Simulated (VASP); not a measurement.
Crystal: Nb.

```
Nb
1.0
     2.90778    0.00000    0.00000
    -1.45389    2.51821    0.00000
     0.00000    0.00000    4.63068
Nb
2
Direct
  0.33333 0.66667 0.25000
  0.66667 0.33333 0.75000
```

The cell was built by a generator and needn't be a form met in nature.

- Program: VASP 6.6.1
- Task: relaxation of cell and atoms
- Functional: r2SCAN
- Potentials or basis: VASP PAW PBE potentials, release 64 (Nb_sv)
- Cutoff: 600 eV
- k mesh: 15 × 15 × 8
- Occupations: methfessel-paxton, width 0.1 eV
- Spin: no spin polarisation

At the start: pressure 17.4 GPa; volume 16.95 Å³/atom.

Problem. Where does the relaxation end?

Solution. Over 12 steps the energy falls by 162.2 meV/atom and the volume is 18.53 Å³/atom (+9.3 %); space group P6_3/mmc (No. 194, to 0.05 Å).

The path:
```
step  energy change (eV)  largest force (eV/Å)  pressure (GPa)  volume (Å³)
   1              0.0000                0.0000           17.44        33.91
   2              0.2736                0.0000          -20.70        43.77
   3             -0.1782                0.0000           -1.75        37.43
   4             -0.1786                0.0000           -1.09        37.28
   5             -0.2524                0.0000           -1.12        37.31
   6             -0.3209                0.0000           -1.06        37.27
   7             -0.3235                0.0000           -0.67        37.23
   8             -0.3240                0.0000           -0.81        37.24
   9             -0.3239                0.0000           -0.77        37.24
  10             -0.3222                0.0000            1.80        36.68
  11             -0.3244                0.0000            0.01        37.07
  12             -0.3244                0.0000           -0.01        37.06
```

Final structure:
```cif
data_structure
_symmetry_space_group_name_H-M 'P 1'
_symmetry_Int_Tables_number 1
_cell_length_a 2.8589
_cell_length_b 2.8589
_cell_length_c 5.2362
_cell_angle_alpha 90.000
_cell_angle_beta 90.000
_cell_angle_gamma 120.000
_cell_volume 37.06
loop_
_atom_site_label
_atom_site_type_symbol
_atom_site_fract_x
_atom_site_fract_y
_atom_site_fract_z
_atom_site_occupancy
Nb1 Nb 0.33333 0.66667 0.25000 1
Nb2 Nb 0.66667 0.33333 0.75000 1
```

Caveat: the PAW data sets were made with another functional, which shifts forces and pressure a little.
